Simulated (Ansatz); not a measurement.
# GaSe: the cost of one run

Computed with Ansatz 0.2.0 (DFT, PBE, plane-wave PAW, default files, scalar-relativistic, as far as a step names no other, unless a step's input says otherwise).

**1. The system as given**

Symmetry: P6_3/mmc, No. 194, hexagonal system. Conventional cell: a = 3.750 Å, b = 3.750 Å, c = 15.920 Å, α = 90.00°, β = 90.00°, γ = 120.00°. Ga (site symmetry 3m) is surrounded by 3 Se at 2.49 Å. Around Se (site symmetry 3m) lie 1 Se at 2.32 Å and 3 Ga at 2.49 Å.

Structure file:

```xyz
8
Lattice="3.7500 0.0000 0.0000 -1.8750 3.2476 0.0000 0.0000 0.0000 15.9200" Properties=species:S:1:pos:R:3 pbc="T T T"
Ga    0.0000    2.1651   14.3280
Ga    1.8750    1.0825    6.3680
Ga    0.0000    2.1651    9.5520
Ga    1.8750    1.0825    1.5920
Se    0.0000    2.1651    2.8178
Se    1.8750    1.0825   10.7778
Se    0.0000    2.1651    5.1422
Se    1.8750    1.0825   13.1022
```

The earlier run gave: no gap over 0.1 eV on the mesh, largest force 1.793 eV/Å, pressure 11.1 GPa.

Site by site (atoms counted from 1):

| site | atoms | first shell | V_zz (10²¹ V/m²) | η | C_Q (MHz) |
| --- | --- | --- | --- | --- | --- |
| Ga | 1, 2, 3, 4 | 3 Se at 2.49 Å | 1.16 | 0.00 | 3.00 (⁷¹Ga) |
| Se | 5, 6, 7, 8 | 1 Se at 2.32 Å, 3 Ga at 2.49 Å | 24.1 | 0.00 | – |

V_zz is the principal component of the electric field gradient with the largest magnitude, η = (V_xx − V_yy)/V_zz and C_Q = eQV_zz/h. Nuclear quadrupole moments: year-2017 set (Pyykkö). A dash under C_Q marks elements without a common quadrupolar isotope.

**2. Ions relaxed at fixed cell**

Input file input.yaml:

```yaml
crystal:
  lattice:
    - [3.7500020507, 0.0, 0.0]
    - [-1.8750010253, 3.2475970401, 0.0]
    - [0.0, 0.0, 15.92]
  atoms:
    - { symbol: Ga, position: [0.3333333333, 0.6666666667, 0.9] }
    - { symbol: Ga, position: [0.6666666667, 0.3333333333, 0.4] }
    - { symbol: Ga, position: [0.3333333333, 0.6666666667, 0.6] }
    - { symbol: Ga, position: [0.6666666667, 0.3333333333, 0.1] }
    - { symbol: Se, position: [0.3333333333, 0.6666666667, 0.177] }
    - { symbol: Se, position: [0.6666666667, 0.3333333333, 0.677] }
    - { symbol: Se, position: [0.3333333333, 0.6666666667, 0.323] }
    - { symbol: Se, position: [0.6666666667, 0.3333333333, 0.823] }
kpoints:
  mp_grid: { grid: [14, 14, 3] }
scf:
  occupations: { method: fermi_dirac, width: 0.05 }
hamiltonian:
  xc: pbe
  pseudopotentials: { kind: paw }
output:
  forces: true
  stress: true
  populations: true
  efg: { quadrupole_moments_barn: { Ga: 0.107 }, contact_densities: true }
  write_density: true
  write_potential: true
  elf: true
  volumetric_format: npy
relax:
  f_tol: 0.02
  max_steps: 60
```

Started as:

```sh
$ ansatz run input.yaml --threads 1 --pin off --max-ram 3072MiB --backend cpu --events-out ev --progress --plain --runs-dir out
```

**Question.** How long does this run take on 1 thread of Intel Xeon 6975P-C (Granite Rapids), shared host, and how much memory does it need?

About 1.7 min, with a peak of 0.89 GiB.
